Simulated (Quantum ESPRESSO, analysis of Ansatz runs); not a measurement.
**Migration in Li2O (Fm-3m): Li_i by the interstitialcy path, charge +1 (Quantum ESPRESSO)**

Wanted: path and barrier of a jump of Li in Li2O (Fm-3m) at charge +1. The case: Li_i by the interstitialcy path, in a cell of 81 host atoms with 1 Li put in.

Calculated with Quantum ESPRESSO 7.5; Quantum ESPRESSO plane-wave DFT, PBEsol, GBRV 1.5 PBEsol potentials; nudged elastic band between two relaxed defect structures at fixed charge in a uniform background.

### 1. Set-up

The cell holds 82 atoms: 55 Li and 27 O. Cell: a = 9.719 Å, b = 9.719 Å, c = 9.719 Å, α = 60.0°, β = 60.0°, γ = 60.0°. It derives from Li2O (space group Fm-3m). Nearest the centre at fractional (0.208, 0.708, 0.875): Li82 at 1.00 Å, Li16 at 1.01 Å, O54 at 1.88 Å, Li20 at 1.89 Å, Li26 at 1.89 Å, Li53 at 1.89 Å, O21 at 1.90 Å, O48 at 1.92 Å. The cell carries charge +1.

The cell's shortest repeat is 9.7 Å.

### 2. Relaxation of the start point, charge +1

The ends come first: from an unrelaxed start the top is counted from too high an energy, and the barrier comes out too low. Small random displacements break the symmetry of the ideal sites, so that the defect can distort if it gains by it. The charge of +1 is set by the electron count, and a uniform background keeps the cell neutral.

Input file pw.in:

```
&CONTROL
  calculation = 'relax'
  prefix = 'pwscf'
  outdir = './tmp'
  pseudo_dir = './pseudo'
  tprnfor = .true.
  disk_io = 'low'
  nstep = 70
  forc_conv_thr = 0.00078
  etot_conv_thr = 0.0001
/
&SYSTEM
  ibrav = 0
  nat = 82
  ntyp = 2
  ecutwfc = 40
  ecutrho = 324
  nbnd = 167
  occupations = 'fixed'
  tot_charge = 1
  nosym = .true.
/
&ELECTRONS
  conv_thr = 8d-08
  electron_maxstep = 100
  mixing_beta = 0.5
/
&IONS
  ion_dynamics = 'bfgs'
/
ATOMIC_SPECIES
Li     6.9400 li_pbesol_v1.4.uspp.F.UPF
O     15.9990 o_pbesol_v1.2.uspp.F.UPF
CELL_PARAMETERS angstrom
   0.0000000000    6.8725884295    6.8725884295
   6.8725884295    0.0000000000    6.8725884295
   6.8725884295    6.8725884295    0.0000000000
ATOMIC_POSITIONS crystal
Li     0.2504538383    0.2486793362    0.2475412792
Li     0.0802758627    0.0855282669    0.0852674063
O      0.0007350687   -0.0007389926   -0.0029953905
Li     0.2494848965    0.2475932731    0.5868833243
Li     0.0812476306    0.0831693937    0.4202559564
O     -0.0016838258    0.0019942078    0.3356473918
Li     0.2500608919    0.2489796663    0.9201086194
Li     0.0814664347    0.0841799895    0.7531870694
O      0.0023609142    0.0019183146    0.6639591871
Li     0.2536515908    0.5818035913    0.2496905210
Li     0.0811488379    0.4156799582    0.0828841372
O      0.0034561228    0.3335233581   -0.0022849164
Li     0.2468520023    0.5854291865    0.5853083179
Li     0.0854361332    0.4188771532    0.4149814310
O      0.0023123778    0.3325938823    0.3301051739
Li     0.2508753918    0.5811822735    0.9147699737
Li     0.0821616676    0.4193739466    0.7470905268
O     -0.0003638944    0.3355158958    0.6682578238
Li     0.2495097120    0.9189366052    0.2466527262
Li     0.0868404074    0.7475086480    0.0829528272
O      0.0018030287    0.6634521477    0.0022014875
Li     0.2483480420    0.9181406612    0.5860810015
Li     0.0802995548    0.7527758209    0.4178233669
O     -0.0014418870    0.6703313434    0.3329552177
Li     0.2485413455    0.9201256025    0.9144495184
Li     0.0817970018    0.7529947234    0.7510959823
O      0.0015828334    0.6686149985    0.6667064601
Li     0.5827095501    0.2509845095    0.2527887496
Li     0.4140079160    0.0863412063    0.0819592953
O      0.3364553552   -0.0016258248    0.0009169928
Li     0.5842731355    0.2523183272    0.5836393546
Li     0.4134881408    0.0836618197    0.4165453366
O      0.3301917689   -0.0009019395    0.3356687762
Li     0.5853283452    0.2469861007    0.9188301903
Li     0.4163938201    0.0851308134    0.7465370301
O      0.3311181352    0.0001413966    0.6652563991
Li     0.5844633500    0.5829463988    0.2525739594
Li     0.4186797534    0.4156182148    0.0802589455
O      0.3322485307    0.3330699319    0.0035809632
Li     0.5862953464    0.5844740670    0.5818128216
Li     0.4190194219    0.4131009537    0.4174592749
O      0.3355775736    0.3313010523    0.3354483269
Li     0.5866548812    0.5837086511    0.9140944465
Li     0.4137845686    0.4184391307    0.7524244328
O      0.3315507321    0.3331110584    0.6650406213
Li     0.5838289729    0.9155328577    0.2532618620
Li     0.4178245769    0.7523537928    0.0798443398
O      0.3368505755    0.6667742268   -0.0015859838
Li     0.5844813176    0.9196796867    0.5812806822
Li     0.4195929720    0.7506723126    0.4162023474
O      0.3360282251    0.6673878125    0.3332741835
Li     0.5824458707    0.9196838002    0.9174587445
Li     0.4142907869    0.7532123788    0.7484111438
O      0.3327010973    0.6697989537    0.6671075900
Li     0.9135601961    0.2492886853    0.2510114469
Li     0.7464293124    0.0836349556    0.0843081281
O      0.6695468811   -0.0007441602   -0.0030584937
Li     0.9171321302    0.2518732065    0.5846734246
Li     0.7490227913    0.0802303831    0.4184350819
O      0.6633751494    0.0022575477    0.3327124400
Li     0.9138515395    0.2495173289    0.9166634400
Li     0.7491976464    0.0842702201    0.7469726566
O      0.6650053612   -0.0025691331    0.6681711479
Li     0.9156642892    0.5823655316    0.2482307763
Li     0.7515383198    0.4193779861    0.0808165382
O      0.6699582416    0.3339889784   -0.0019798867
Li     0.9191455464    0.5826020356    0.5801305914
Li     0.7516520595    0.4138434003    0.4192104187
O      0.6646137630    0.3357459213    0.3310374799
Li     0.9137536169    0.5865582635    0.9167556954
Li     0.7499712270    0.4132667575    0.7526133813
O      0.6687936417    0.3299415342    0.6683541792
Li     0.9158986212    0.9172410771    0.2531064769
Li     0.7498849304    0.7464771289    0.0852345226
O      0.6672305406    0.6682595110   -0.0037121647
Li     0.9177937187    0.9196798896    0.5815220297
Li     0.7483190543    0.7491085896    0.4154905298
O      0.6701500537    0.6665448662    0.3324449212
Li     0.9182624632    0.9155696404    0.9136622617
Li     0.7515350451    0.7478769734    0.7478426420
O      0.6666174686    0.6641934533    0.6701362885
Li     0.1629990068    0.8337977268    0.8352910632
K_POINTS gamma
```

Run with:

```console
OMP_NUM_THREADS=1 mpirun -n 4 pw.x -in pw.in > pw.out
```

What it wrote:

```text
[shortened: banners, details of potentials and solvers, and blank lines are left out]
     gamma-point specific algorithms are used
     one sub-group per band group will be used
     scalapack distributed-memory algorithm (size of sub-group:  2*  2 procs)
     bravais-lattice index     =            0
     lattice parameter (alat)  =      18.3668  a.u.
     unit-cell volume          =    4381.1448 (a.u.)^3
     number of atoms/cell      =           82
     number of atomic types    =            2
     number of electrons       =       326.00
     number of Kohn-Sham states=          167
     kinetic-energy cutoff     =      40.0000  Ry
     charge density cutoff     =     324.0000  Ry
     scf convergence threshold =      8.0E-08
     mixing beta               =       0.5000
     number of iterations used =            8  plain     mixing
     energy convergence thresh.=      1.0E-04
     force convergence thresh. =      7.8E-04
     Exchange-correlation= SLA  PW   PSX  PSC
     nstep                     =           70
     crystal axes: (cart. coord. in units of alat)
               a(1) = (   0.000000   0.707107   0.707107 )
               a(2) = (   0.707107   0.000000   0.707107 )
               a(3) = (   0.707107   0.707107   0.000000 )
     PseudoPot. # 1 for Li read from file:
     li_pbesol_v1.4.uspp.F.UPF
     Pseudo is Ultrasoft, Zval =  3.0
     PseudoPot. # 2 for O  read from file:
     o_pbesol_v1.2.uspp.F.UPF
     Pseudo is Ultrasoft + core correction, Zval =  6.0
[...]
atomic species   valence    mass     pseudopotential
     Li                3.00     6.94000     Li( 1.00)
     O                 6.00    15.99900     O ( 1.00)
     No symmetry found
     site n.     atom                  positions (alat units)
         1        Li     tau(   1) = (   0.3508810   0.3521357   0.3529405  )
         2        Li     tau(   2) = (   0.1207708   0.1170568   0.1172412  )
         3        O      tau(   3) = (  -0.0026406  -0.0015983  -0.0000028  )
         4        Li     tau(   4) = (   0.5900641   0.5914016   0.3514873  )
         5        Li     tau(   5) = (   0.3559755   0.3546166   0.1162604  )
         6        O      tau(   6) = (   0.2387487   0.2361479   0.0002195  )
         7        Li     tau(   7) = (   0.8266703   0.8274348   0.3528750  )
         8        Li     tau(   8) = (   0.5921079   0.5901892   0.1171297  )
[...]
number of k points=     1
                       cart. coord. in units 2pi/alat
        k(    1) = (   0.0000000   0.0000000   0.0000000), wk =   2.0000000
     Dense  grid:   215632 G-vectors     FFT dimensions: ( 108, 108, 108)
     Smooth grid:    74755 G-vectors     FFT dimensions: (  75,  75,  75)
     starting charge     302.2055, renormalised to     326.0000
     Self-consistent Calculation
     iteration #  1     ecut=    40.00 Ry     beta= 0.50
     total energy              =   -1667.98522891 Ry
     estimated scf accuracy    <       2.50167807 Ry
     iteration #  2     ecut=    40.00 Ry     beta= 0.50
     total energy              =   -1667.75574355 Ry
     estimated scf accuracy    <       0.51451346 Ry
     iteration #  3     ecut=    40.00 Ry     beta= 0.50
     total energy              =   -1667.82875553 Ry
     estimated scf accuracy    <       0.00394785 Ry
[...]
estimated scf accuracy    <       0.00000375 Ry
     iteration #  8     ecut=    40.00 Ry     beta= 0.50
     total energy              =   -1667.83537664 Ry
     estimated scf accuracy    <       0.00000413 Ry
     iteration #  9     ecut=    40.00 Ry     beta= 0.50
     total energy              =   -1667.83537786 Ry
     estimated scf accuracy    <       0.00000043 Ry
     iteration # 10     ecut=    40.00 Ry     beta= 0.50
     End of self-consistent calculation
          k = 0.0000 0.0000 0.0000 (  9382 PWs)   bands (ev):
   -43.2545 -40.0416 -39.9835 -39.9555 -39.9277 -39.8902 -39.8546 -39.7976
   -39.7260 -39.3185 -39.2559 -39.2171 -39.1939 -39.1796 -39.1680 -39.1586
   -39.1411 -39.1258 -39.1140 -39.0973 -39.0826 -39.0745 -39.0669 -39.0606
   -39.0505 -39.0308 -39.0229 -39.0152 -39.0011 -38.9922 -38.9814 -38.9692
   -38.9616 -38.9452 -38.9425 -38.9348 -38.9315 -38.9274 -38.9132 -38.9060
   -38.8916 -38.8746 -38.8639 -38.8526 -38.8171 -38.7885 -38.7836 -38.7617
   -38.7429 -38.7312 -38.7214 -38.7100 -38.6969 -38.6693 -38.6059 -13.0358
   -12.9744 -12.9595 -12.9585 -12.9113 -12.7940 -12.1995 -12.1582 -12.1138
[...]
highest occupied, lowest unoccupied level (ev):     3.1026    8.3402
!    total energy              =   -1667.83537785 Ry
     estimated scf accuracy    <       0.00000008 Ry
     The total energy is the sum of the following terms:
     one-electron contribution =    -671.29211593 Ry
     hartree contribution      =     408.60259393 Ry
     xc contribution           =    -382.96818680 Ry
     ewald contribution        =   -1022.17766905 Ry
     convergence has been achieved in  10 iterations
     Forces acting on atoms (cartesian axes, Ry/au):
     atom    1 type  1   force =     0.00806615    0.00295557   -0.00144962
     atom    2 type  1   force =     0.00066195    0.00378865    0.00756441
     atom    3 type  2   force =    -0.05670182    0.00564967   -0.00092971
     atom    4 type  1   force =     0.00346977   -0.01162949    0.00962181
     atom    5 type  1   force =    -0.01006515   -0.00799853    0.01210629
     atom    6 type  2   force =    -0.00667340   -0.00664787   -0.00357240
     atom    7 type  1   force =    -0.00604693   -0.00864586    0.00006296
     atom    8 type  1   force =     0.03661681   -0.04464392    0.04350116
[...]
Total force =     0.278772     Total SCF correction =     0.000095
     BFGS Geometry Optimization
     Energy error            =      7.8E-02 Ry
     Gradient error          =      6.8E-02 Ry/Bohr
     number of scf cycles    =   1
     number of bfgs steps    =   0
     energy             new  =   -1667.8353778472 Ry
     new trust radius        =       0.0821985232 bohr
     new conv_thr            =       0.0000000800 Ry
ATOMIC_POSITIONS (crystal)
Li               0.2502012760        0.2488202800        0.2480214150
Li               0.0806874611        0.0856991148        0.0851475272
O                0.0030997531       -0.0031752628       -0.0049250603
Li               0.2492740195        0.2485450124        0.5861987510
Li               0.0817932754        0.0835559122        0.4190944389
O               -0.0018203773        0.0018556906        0.3352720688
Li               0.2499632593        0.2490821471        0.9195405360
Li               0.0800127243        0.0889832127        0.7512032764
[...]
Self-consistent Calculation
[...]
iteration #  5     ecut=    40.00 Ry     beta= 0.50
     total energy              =   -1667.96449812 Ry
     estimated scf accuracy    <          2.9E-09 Ry
     iteration #  6     ecut=    40.00 Ry     beta= 0.50
[...]
k = 0.0000 0.0000 0.0000 (  9382 PWs)   bands (ev):
   -40.8450 -39.3260 -39.2596 -39.2593 -39.2590 -39.2499 -39.2495 -39.2334
   -39.2329 -39.2325 -39.2301 -39.2298 -39.2294 -39.2009 -39.1791 -39.1786
   -39.1782 -39.1779 -39.1771 -39.1769 -39.1428 -39.1425 -39.1417 -39.1331
   -39.1324 -39.1158 -39.0929 -39.0670 -39.0654 -39.0640 -39.0399 -39.0388
   -39.0382 -39.0303 -39.0299 -39.0265 -39.0258 -39.0254 -39.0238 -39.0172
   -39.0096 -39.0089 -39.0084 -38.9762 -38.9681 -38.9678 -38.9626 -38.9625
   -38.9623 -38.9591 -38.9591 -38.9582 -38.9000 -38.8292 -38.8173 -12.4533
   -12.3067 -12.3029 -12.3019 -12.2997 -12.2348 -12.2142 -12.2132 -12.2128
[...]
highest occupied, lowest unoccupied level (ev):     2.9427    8.3268
!    total energy              =   -1667.96449812 Ry
     estimated scf accuracy    <          4.1E-10 Ry
[...]
convergence has been achieved in   6 iterations
     Forces acting on atoms (cartesian axes, Ry/au):
     atom    1 type  1   force =     0.00034516    0.00028800   -0.00023173
     atom    2 type  1   force =    -0.00013465   -0.00012644    0.00008991
     atom    3 type  2   force =    -0.00072681   -0.00006864    0.00046109
     atom    4 type  1   force =    -0.00029885    0.00042618    0.00000298
     atom    5 type  1   force =     0.00013053    0.00042866   -0.00011230
     atom    6 type  2   force =     0.00014994    0.00006550   -0.00004112
     atom    7 type  1   force =     0.00033164   -0.00019597   -0.00006022
     atom    8 type  1   force =    -0.00010060    0.00008926    0.00016319
[...]
Total force =     0.004343     Total SCF correction =     0.000045
[...]
number of scf cycles    =  12
     number of bfgs steps    =  11
     energy             old  =   -1667.9644606798 Ry
     energy             new  =   -1667.9644981189 Ry
     CASE: energy            _new < energy            _old
     new trust radius        =       0.0032452132 bohr
[...]
ATOMIC_POSITIONS (crystal)
Li               0.2502541387        0.2501418302        0.2492816113
Li               0.0821913910        0.0852431387        0.0851537500
O                0.0063917711       -0.0064890060       -0.0062174465
Li               0.2506231616        0.2526594090        0.5818608625
Li               0.0822476029        0.0854572468        0.4140876272
O               -0.0007432611        0.0009153183        0.3332301051
Li               0.2503049650        0.2499145039        0.9166503098
Li               0.0772503989        0.1007166292        0.7446089276
[...]
Self-consistent Calculation
     iteration #  1     ecut=    40.00 Ry     beta= 0.50
     total energy              =   -1667.96452857 Ry
     estimated scf accuracy    <       0.00001831 Ry
     iteration #  2     ecut=    40.00 Ry     beta= 0.50
     total energy              =   -1667.96453238 Ry
     estimated scf accuracy    <       0.00000175 Ry
     iteration #  3     ecut=    40.00 Ry     beta= 0.50
     total energy              =   -1667.96453273 Ry
     estimated scf accuracy    <       0.00000014 Ry
[...]
estimated scf accuracy    <          4.7E-09 Ry
     iteration #  6     ecut=    40.00 Ry     beta= 0.50
     total energy              =   -1667.96453276 Ry
     estimated scf accuracy    <          9.8E-10 Ry
     iteration #  7     ecut=    40.00 Ry     beta= 0.50
     total energy              =   -1667.96453276 Ry
     estimated scf accuracy    <          9.6E-10 Ry
     iteration #  8     ecut=    40.00 Ry     beta= 0.50
     End of self-consistent calculation
          k = 0.0000 0.0000 0.0000 (  9382 PWs)   bands (ev):
   -40.8358 -39.3262 -39.2599 -39.2596 -39.2589 -39.2505 -39.2500 -39.2335
   -39.2330 -39.2327 -39.2301 -39.2298 -39.2295 -39.2009 -39.1797 -39.1794
   -39.1786 -39.1781 -39.1776 -39.1775 -39.1428 -39.1424 -39.1415 -39.1336
   -39.1329 -39.1149 -39.0916 -39.0620 -39.0610 -39.0595 -39.0378 -39.0368
   -39.0364 -39.0317 -39.0311 -39.0286 -39.0277 -39.0275 -39.0244 -39.0143
   -39.0084 -39.0075 -39.0070 -38.9754 -38.9695 -38.9689 -38.9641 -38.9636
   -38.9634 -38.9613 -38.9606 -38.9602 -38.9017 -38.8314 -38.8196 -12.4514
   -12.3067 -12.2998 -12.2992 -12.2980 -12.2337 -12.2137 -12.2131 -12.2126
[...]
highest occupied, lowest unoccupied level (ev):     2.9420    8.3266
!    total energy              =   -1667.96453276 Ry
     estimated scf accuracy    <          4.2E-11 Ry
     The total energy is the sum of the following terms:
     one-electron contribution =    -670.15286176 Ry
     hartree contribution      =     408.34518139 Ry
     xc contribution           =    -382.99888009 Ry
     ewald contribution        =   -1023.15797230 Ry
     convergence has been achieved in   8 iterations
     Forces acting on atoms (cartesian axes, Ry/au):
     atom    1 type  1   force =     0.00033198    0.00016989   -0.00013651
     atom    2 type  1   force =    -0.00031579   -0.00012912    0.00006692
     atom    3 type  2   force =    -0.00022569   -0.00007406    0.00032202
     atom    4 type  1   force =    -0.00028356    0.00028675   -0.00010630
     atom    5 type  1   force =     0.00012053    0.00037453   -0.00010577
     atom    6 type  2   force =     0.00007027    0.00005518    0.00004040
     atom    7 type  1   force =     0.00016630   -0.00018491   -0.00000907
     atom    8 type  1   force =    -0.00015177    0.00013758    0.00006944
[...]
Total force =     0.003908     Total SCF correction =     0.000005
     Energy error            =      3.5E-05 Ry
     Gradient error          =      6.9E-04 Ry/Bohr
     bfgs converged in  13 scf cycles and  12 bfgs steps
     (criteria: energy <  1.0E-04 Ry, force <  7.8E-04 Ry/Bohr)
     End of BFGS Geometry Optimization
     Final energy             =   -1667.9645327599 Ry
Begin final coordinates
ATOMIC_POSITIONS (crystal)
Li               0.2502541387        0.2501418302        0.2492816113
Li               0.0821913910        0.0852431387        0.0851537500
O                0.0063917711       -0.0064890060       -0.0062174465
Li               0.2506231616        0.2526594090        0.5818608625
Li               0.0822476029        0.0854572468        0.4140876272
O               -0.0007432611        0.0009153183        0.3332301051
Li               0.2503049650        0.2499145039        0.9166503098
Li               0.0772503989        0.1007166292        0.7446089276
[...]
End final coordinates
   JOB DONE.
```

Wall time 6.2 min (4 MPI ranks of Intel Xeon Platinum 8375C at 2.90GHz (Ice Lake), shared host); peak memory 1.4 GiB.

The steps of the relaxation:

```
step  energy less that of the first step (eV)
   0                                   0.0000
   1                                  -0.8834
   2                                  -1.4663
   3                                  -1.6852
   4                                  -1.7079
   5                                  -1.7273
   6                                  -1.7443
   7                                  -1.7487
   8                                  -1.7522
   9                                  -1.7552
  10                                  -1.7563
  11                                  -1.7568
  12                                  -1.7572
```

The atoms that moved most (Å):

```csv
atom,dx,dy,dz,length
Li22,-0.102,-0.088,0.081,0.157
Li26,-0.106,-0.077,-0.084,0.156
Li53,-0.088,0.104,0.074,0.155
Li79,0.109,-0.069,-0.085,0.155
Li25,0.073,0.104,0.069,0.145
Li20,0.100,0.064,-0.083,0.145
Li8,0.055,-0.088,0.085,0.134
Li16,-0.050,0.087,-0.070,0.122
```

Neighbours of Li82 at the end:

```csv
atom,distance (Å)
Li20,2.115
Li79,2.120
Li25,2.120
Li16,2.120
Li8,2.122
Li26,2.123
Li53,2.123
Li22,2.127
```

This step gave:

* highest filled level: 2.942 eV
* lowest empty level: 8.327 eV
* r.m.s. move of the farther half of the atoms: 0.01380 Å
* largest move from the ideal geometry of this structure, a common shift of the far atoms taken out: 0.1398 Å

The relaxation gained 1.757 eV and ended with a largest force component of 0.018 eV/Å.

(Part 1 of 3 ends here.)

[Long decimals in the printed logs are rounded to 6 places.]

[Repeated set-up lines and some long k-point lines are left out of the logs, and relaxed atomic positions are cut to six decimals.]

[Logs are printed without paths, hosts, clocks, repeated set-up lines and the standing remarks that a program may print on its own settings, such as how far it seeks lower states.]

[Hosts, paths, dates, database ids (printed as entryN), source tags and the programs' standing remarks are cut or masked in the printed files.]
